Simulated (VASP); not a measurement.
Wanted: the native input for a VASP 6.6.1 run.

```yaml
Task: single point
Functional: PBE
Potentials_or_basis: VASP PAW PBE potentials, release 64 (Na_pv)
Cutoff: 520 eV
k_mesh: 8 × 10 × 11
Occupations: fermi-dirac, width 0.05 eV
Spin: no spin polarisation
Further_INCAR_settings: ALGO = Normal; EDIFF = 1e-07; NBANDS = 10
```

The structure of Na lies in POSCAR:

```
Na
1.0
   -1.5505412800      1.9781490700      3.0338966400
    1.3625378200     -2.0499529700      2.9506977200
    1.6023380600      2.1017497500     -3.0853082600
Na
1
Direct
    0.0000000000      0.0000000000      0.0000000000
```

This isn't the form of Na at room conditions, which is bcc.

The cell isn't the ideal one: cell sheared at random, sigma 0.1, atoms nudged by 0.01 Å.

The input as run:

INCAR

```
PREC     = Accurate       # precision mode
ENCUT    = 520            # plane-wave cutoff, eV
EDIFF    = 1E-7           # SCF threshold, eV
ISMEAR   = -1             # smearing method
SIGMA    = 0.05           # smearing width, eV
LREAL    = False          # projectors in reciprocal space
LASPH    = True           # aspherical terms in the spheres
NELM     = 80             # most SCF steps
ALGO     = Normal         # electronic algorithm
ISIF     = 2              # what is computed and relaxed
LWAVE    = False          # write WAVECAR
LCHARG   = True           # write CHGCAR
GGA      = PE             # functional
LELF     = True           # ELF
LVHAR    = True         
NBANDS   = 10             # bands
```

KPOINTS

```
regular mesh
0
Gamma
  8 10 11
```

Potentials or basis: VASP PAW PBE potentials, release 64 (Na_pv).

Command:

```sh
$ cat potpaw_PBE.64/Na_pv/POTCAR > POTCAR
$ mpirun -np 1 vasp_std > vasp.out
```

Results of the run:

- Pressure: 0.7 GPa
- Band gap on the k mesh: none (metal or under the smearing width)

Run time: 100 s on 1 thread of Intel(R) Xeon(R) Platinum 8488C (Sapphire Rapids) (shared host), peak memory 0.25 GiB.
